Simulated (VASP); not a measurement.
# InP: band structure with LDA

**Experimental background.**

A printed reference work, data compilation reports, for a bulk crystal of InP at 1.6 K: band gap 1.4236 eV (direct).

Crystal: InP.

```
CELL_PARAMETERS angstrom
0.00000 2.93945 2.93945
2.93945 0.00000 2.93945
2.93945 2.93945 0.00000
ATOMIC_POSITIONS crystal
In 0.00000 0.00000 0.00000
P 0.25000 0.25000 0.25000
```

```yaml
Program: VASP 6.6.1
Task: band structure
Functional: LDA
Potentials_or_basis: VASP PAW LDA potentials, release 64 (In_d, P)
Cutoff: 520 eV
k_mesh: 10 × 10 × 10
Occupations: gaussian, width 0.03 eV
Spin: no spin polarisation
Further_INCAR_settings: ALGO = Fast; EDIFF = 1e-06; NBANDS = 16
```

| Quantity | Value |
| --- | --- |
| Pressure | -1.7 GPa |
| Band gap on the k mesh | 0.46 eV, direct |
| Band gap along the path | 0.46 eV, direct |

Levels at the corners of the path, in eV from the valence-band top:
```tsv
point	band 5	band 6	band 7	band 8	band 9	band 10	band 11	band 12	band 13	band 14
Γ	-14.02	-11.48	0.00	0.00	0.00	0.46	3.96	3.96	3.96	8.24
X	-13.98	-9.10	-5.82	-2.33	-2.33	1.61	2.13	8.94	9.37	9.37
X	-13.98	-9.10	-5.82	-2.33	-2.33	1.61	2.13	8.94	9.37	9.37
W	-14.00	-9.02	-5.67	-2.97	-2.94	4.18	4.25	5.39	6.05	9.91
W	-14.00	-9.02	-5.67	-2.97	-2.94	4.18	4.25	5.39	6.05	9.91
K	-14.00	-9.11	-5.68	-3.33	-1.95	2.21	4.26	7.36	7.38	8.01
K	-14.00	-9.11	-5.68	-3.33	-1.95	2.21	4.26	7.36	7.38	8.01
Γ	-14.02	-11.48	0.00	0.00	0.00	0.46	3.96	3.96	3.96	8.24
Γ	-14.02	-11.48	0.00	0.00	0.00	0.46	3.96	3.96	3.96	8.24
L	-14.00	-9.76	-5.78	-0.98	-0.98	1.30	4.70	4.70	6.88	9.19
L	-14.00	-9.76	-5.78	-0.98	-0.98	1.30	4.70	4.70	6.88	9.19
U	-14.00	-9.11	-5.68	-3.33	-1.95	2.21	4.26	7.36	7.38	8.01
U	-14.00	-9.11	-5.68	-3.33	-1.95	2.21	4.26	7.36	7.38	8.01
W	-14.00	-9.02	-5.67	-2.97	-2.94	4.18	4.25	5.39	6.05	9.91
W	-14.00	-9.02	-5.67	-2.97	-2.94	4.18	4.25	5.39	6.05	9.91
L	-14.00	-9.76	-5.78	-0.98	-0.98	1.30	4.70	4.70	6.88	9.19
L	-14.00	-9.76	-5.78	-0.98	-0.98	1.30	4.70	4.70	6.88	9.19
K	-14.00	-9.11	-5.68	-3.33	-1.95	2.21	4.26	7.36	7.38	8.01
U	-14.00	-9.11	-5.68	-3.33	-1.95	2.21	4.26	7.36	7.38	8.01
X	-13.98	-9.10	-5.82	-2.33	-2.33	1.61	2.13	8.94	9.37	9.37
```

Run time: 43 s on 1 thread of Intel(R) Xeon(R) 6975P-C (Granite Rapids), with other jobs on the host, peak memory 0.2 GiB.

Against the measured gap of InP, 1.4236 eV (direct; 1.6 K; a printed reference work, data compilation), the calculated 0.46 eV is off by -0.96 eV. Spin-orbit coupling on In is left out. The value is that of LDA, without temperature or zero-point motion. Semilocal functionals fall short of measured gaps as a rule.

Caveat: spin-orbit coupling is left out, which moves the levels of the heavy elements.
